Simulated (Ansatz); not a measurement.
The band gap of Ga2O3, sorted by core time

```cif
data_structure
_symmetry_space_group_name_H-M 'P 1'
_symmetry_Int_Tables_number 1
_cell_length_a 6.2930
_cell_length_b 6.2930
_cell_length_c 5.7981
_cell_angle_alpha 103.414
_cell_angle_beta 103.414
_cell_angle_gamma 27.928
_cell_volume 104.42
loop_
_atom_site_label
_atom_site_type_symbol
_atom_site_fract_x
_atom_site_fract_y
_atom_site_fract_z
_atom_site_occupancy
Ga1 Ga 0.34134 0.34134 0.68598 1
Ga2 Ga 0.65866 0.65866 0.31402 1
Ga3 Ga 0.90950 0.90950 0.20540 1
Ga4 Ga 0.09050 0.09050 0.79460 1
O1 O 0.50410 0.50410 0.74340 1
O2 O 0.49590 0.49590 0.25660 1
O3 O 0.82670 0.82670 0.43680 1
O4 O 0.17330 0.17330 0.56320 1
O5 O 0.83550 0.83550 0.89020 1
O6 O 0.16450 0.16450 0.10980 1
```

```tsv
rung	level	program and potentials	cutoff (eV)	k mesh	task	spin	core time	chip	band gap (eV)	notes
GGA	PBEsol	Ansatz, Ansatz PAW	420	9 × 9 × 5	band structure	off	66 s	Arm Neoverse V2	2.34	potentials made for PBE, which Ansatz adapts in part
GGA	BPBE	Ansatz, Ansatz PAW	420	9 × 9 × 5	band structure	off	67 s	Arm Neoverse V1	2.44	potentials made for PBE, which Ansatz adapts in part
GGA	revPBE	Ansatz, Ansatz PAW	420	9 × 9 × 5	band structure	off	94 s	Intel Xeon	2.51	potentials made for PBE, which Ansatz adapts in part
LDA	LDA	Ansatz, Ansatz PAW	420	9 × 9 × 5	band structure	off	97 s	Intel Xeon	2.33	potentials made for PBE, which Ansatz adapts in part
meta-GGA	m-r2SCAN	Ansatz, Ansatz PAW	500	9 × 9 × 5	band structure	off	2.9 min	Arm Neoverse V1	3.09	potentials made for PBE, which Ansatz adapts in part
GGA	PBE	Ansatz, Ansatz PAW	420	16 × 16 × 8	single point	off	2.9 min	Arm Neoverse V2	2.43	-
GGA	PBEsol	Ansatz, Ansatz PAW	420	9 × 9 × 5	band structure	SOC, no magnetisation	17 min	Arm Neoverse V2	2.34	potentials made for PBE, which Ansatz adapts in part
GGA	PBE	Ansatz, Ansatz PAW	420	9 × 9 × 5	band structure	SOC, no magnetisation	22 min	Intel Xeon Skylake/Cascade Lake	2.44	-
```

Times are single runs on shared hosts and different chips, so they are rough; meshes, cutoffs and the tasks' sizes weigh on the time. Gaps are the least found on the k mesh or the band path, and a mesh can miss the band edges. m-r2SCAN is the variant of Desmarais and co-workers (2025). The cell comes from a database and isn't always the measured one. Meshes differ between rows, which moves values too. All levels ran on this one cell, unrelaxed unless noted. Meshes are those of the run's cell of 10 atoms unless a note names another. Misses use the values as printed. Runs on faulty files, with rough fits or with known faults for this quantity aren't shown.

Measured: 4.85 eV (arxiv:1908.09569).

Q: Which of the timed runs is the cheapest that comes within 0.3 eV of the measured band gap?

A: None of them does; the nearest misses by -1.76 eV. LDA and GGA gaps fall short mostly because these functionals lack the derivative discontinuity; the runs are for a static lattice, while measurements hold temperature and zero-point motion.

Longer core time doesn't bring the gap closer to experiment: the two slowest runs, both with spin-orbit coupling, stay at 2.34 and 2.44 eV, within the narrow LDA and GGA spread. For PBEsol, the coupling raises the time from 66 s to 17 min on the same type of chip and leaves the printed gap unchanged. This fits the band edges of Ga2O3. The valence band top is mainly O 2p, where the coupling is weak because oxygen is light, and the conduction band bottom is largely Ga 4s, which has no orbital moment to couple.

Only m-r2SCAN clearly leaves the group, at 3.09 eV, probably because its dependence on the kinetic energy density lets it treat occupied and empty states differently. Among these runs, then, the choice of functional matters far more than relativistic detail, though even the best gap is too small for quantitative work on optical absorption or defect levels. The gaps alone don't show whether the lowest transition is direct or indirect, a close call in the monoclinic phase.
